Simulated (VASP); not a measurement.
The system is MgO.

```
Mg O
1.0
     3.29850    0.00000    0.00000
    -1.64925    2.85658    0.00000
     0.00000    0.00000    5.01528
Mg O
2 2
Cartesian
  0.0000 1.9044 2.4625
  1.6492 0.9522 4.9701
  1.6492 0.9522 1.9460
  0.0000 1.9044 4.4536
```

The cell was built by a generator and needn't be a form met in nature.

Base run:

- Program: VASP 6.6.1
- Functional: PBE0
- Potentials or basis: VASP PAW PBE potentials, release 64 (Mg, O)
- Cutoff: 520 eV
- k mesh: 6 × 6 × 3
- Occupations: gaussian, width 0.03 eV
- Spin: no spin polarisation

Its results: band gap on the k mesh 5.82 eV, direct; pressure -0.6 GPa; largest force 0.016 eV/Å.

Question: The run is repeated on the same cell with these changes: functional from PBE0 to HSE06. What comes out?

Answer: Band gap on the k mesh 5.11 eV, direct; pressure -0.6 GPa; largest force 0.018 eV/Å.

Caveats: the PAW data sets were made with another functional, which shifts forces and pressure a little.
